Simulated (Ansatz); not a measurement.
## An added F started as a split pair with a F atom in rocksalt LiF, 65 atoms, charge −1

All numbers come from Ansatz (PAW, plane waves, no spin–orbit coupling) at the single k point (¼, ¼, ¼) without its symmetry partners. The atoms were relaxed with PBEsol in a fixed cell; other functionals are single points on those atoms unless said otherwise. The valence top and gap of the host come from its small cell on a dense mesh, with the band extrema sought between the mesh points, lined up by the mean potential, PBEsol gap 9.05 eV, HSE06 gap 11.54 eV, r²SCAN gap 10.20 eV. The charge correction uses an assumed dielectric constant of 9.0.

Relaxed structure:

```
F Li
1.0
     8.01519    0.00000    0.00000
     0.00000    8.01519    0.00000
     0.00000    0.00000    8.01519
F Li
33 32
Direct
  0.24965 0.00012 0.00023
  0.24968 0.00042 0.50048
  0.24966 0.50039 0.00053
  0.16838 0.41986 0.41952
  0.74965 0.00032 0.00044
  0.74946 0.00013 0.50047
  0.74947 0.50036 0.00025
  0.74971 0.50041 0.50050
  0.99986 0.25054 0.99661
  0.97521 0.22541 0.51336
  0.99561 0.75455 0.00017
  0.99987 0.75028 0.50051
  0.50387 0.24629 0.00040
  0.49950 0.25045 0.50043
  0.49942 0.75015 0.00423
  0.52332 0.77464 0.48825
  0.00016 0.99711 0.25098
  0.99610 0.99995 0.75420
  0.97544 0.51302 0.22450
  0.99976 0.50042 0.75070
  0.50335 0.00046 0.24684
  0.49912 0.00357 0.74990
  0.49957 0.50029 0.25025
  0.52322 0.48842 0.77576
  0.26208 0.22640 0.22488
  0.24973 0.25039 0.75077
  0.24963 0.75031 0.25020
  0.23795 0.77361 0.77521
  0.74665 0.25090 0.25114
  0.74942 0.24675 0.75405
  0.74957 0.75407 0.24702
  0.75262 0.74978 0.74974
  0.32910 0.57883 0.57956
  0.99908 0.00326 0.00348
  0.99448 0.99706 0.50079
  0.99413 0.50049 0.99663
  0.98885 0.50593 0.50772
  0.50025 0.99746 0.99741
  0.50474 0.00349 0.50009
  0.50516 0.50020 0.00410
  0.51072 0.49519 0.49344
  0.24969 0.24480 0.99677
  0.25446 0.23988 0.50744
  0.24960 0.75585 0.00387
  0.24543 0.76105 0.49402
  0.75254 0.24974 0.00345
  0.74678 0.24496 0.50090
  0.74678 0.75099 0.99745
  0.75232 0.75561 0.49997
  0.24981 0.99792 0.24511
  0.24951 0.00259 0.75570
  0.25325 0.50407 0.23761
  0.24629 0.49700 0.76328
  0.75274 0.00341 0.25007
  0.74658 0.99730 0.75082
  0.74718 0.50065 0.24492
  0.75196 0.50007 0.75588
  0.02230 0.27352 0.27359
  0.99410 0.24467 0.74903
  0.99421 0.74849 0.24488
  0.00159 0.75589 0.75592
  0.49775 0.24473 0.24485
  0.50506 0.25233 0.75599
  0.50506 0.75596 0.25189
  0.47737 0.72741 0.72762
```

Chemical potentials μ are those of reference phases of the elements at zero temperature by the same functional (the usual solids, diamond for C, grey Sn, and the molecules H2, N2, O2, F2, Cl2, Br2 and S8).

| functional | E(defect) − E(host) − Σ nμ + q·E_VBM (eV) | monopole (eV) | alignment (eV) | formation energy at E_F = VBM (eV) | moment (μB) | wall time, shared host |
| --- | --- | --- | --- | --- | --- | --- |
| PBEsol | 4.04 | 0.28 | 0.04 | 4.36 | 0 (no spin) | 20 s on NVIDIA H100 (relaxation) |
| HSE06 | 5.55 | 0.28 | 0.04 | 5.87 | 0 (no spin) | 24 s on NVIDIA H100 |
| r²SCAN | 4.36 | 0.28 | 0.05 | 4.69 | 0 (no spin) | 13 s on NVIDIA H100 |

**Question.** How does the monopole term follow by hand for this cubic cell?

**Answer.** q²·α·e²/(4πε₀)/(2εL) with the Madelung constant α = 2.837 and e²/4πε₀ = 14.40 eV·Å: 1 × 2.837 × 14.40 / (2 × 9.0 × 8.015) = 0.28 eV.

HSE06 one-electron levels near the gap (the ten most localised at most), from the host's valence top, not corrected for the charge's images:

```tsv
level (eV)	spin	filling	atoms sharing it	element of the atom with most weight
1.13	both	2.00	6.5	F
1.14	both	2.00	6.5	F
2.03	both	2.00	3.2	F
```

r²SCAN one-electron levels near the gap (the ten most localised at most), from the host's valence top, not corrected for the charge's images:

```csv
level (eV),spin,filling,atoms sharing it,element of the atom with most weight
0.72,both,2.00,10.4,F
0.73,both,2.00,7.2,F
0.73,both,2.00,7.3,F
1.18,both,2.00,6.2,F
1.19,both,2.00,6.2,F
2.08,both,2.00,3.1,F
```

All elements are taken at their own reference at once; growth conditions in equilibrium with the host shift these energies, by up to the host's formation enthalpy.

One k point and a cell of this size can leave errors of several tenths of an eV in such numbers.
